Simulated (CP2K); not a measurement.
SnSe and the effect of the choice of potentials or basis

It takes space group F-43m (No. 216, cubic). The conventional cell has a = 6.782 Å, b = 6.782 Å, c = 6.782 Å, α = 90.00°, β = 90.00°, γ = 90.00°. Sn (site symmetry -43m) has 4 Se at 2.94 Å as nearest neighbours. Se (site symmetry -43m) is surrounded by 4 Sn at 2.94 Å.

Measurements of this composition are mostly on another form, of space group No. 62.

Kept alike: task single point; functional PBE; k mesh 7 × 7 × 7; occupations fermi-dirac, width 0.05 eV; no spin polarisation. Program: CP2K. The mesh is that of the run's cell of 2 atoms. No spin-orbit coupling.

| choice of potentials or basis | pressure (GPa) |
| --- | --- |
| GTH_POTENTIALS Sn GTH-PBE-q4, Se GTH-PBE-q6; DZVP-MOLOPT-SR-GTH basis | 0.31 |
| GTH_POTENTIALS Sn GTH-PBE-q4, Se GTH-PBE-q6; TZVP-MOLOPT-SR-GTH basis | 0.53 |
| POTENTIAL_UZH Sn GTH-PBE-q4, Se GTH-PBE-q6; DZVP-MOLOPT-PBE-GTH basis | 0.42 |
| POTENTIAL_UZH Sn GTH-PBE-q4, Se GTH-PBE-q6; TZV2P-MOLOPT-PBE-GTH basis | 0.30 |
| POTENTIAL_UZH Sn GTH-PBE-q4, Se GTH-PBE-q6; TZVP-MOLOPT-PBE-GTH basis | 0.37 |
| POTENTIAL_UZH Sn GTH-PBE-q4, Se GTH-PBE-q6; ccGRB-D basis | 1.03 |

Pressure is positive in compression. Runs of this series that gave no sound value for these columns are left out.

Task: What does the choice of potentials or basis change here?

Result: The pressure runs from 0.30 (POTENTIAL_UZH Sn GTH-PBE-q4, Se GTH-PBE-q6; TZV2P-MOLOPT-PBE-GTH basis) to 1.03 GPa (POTENTIAL_UZH Sn GTH-PBE-q4, Se GTH-PBE-q6; ccGRB-D basis).
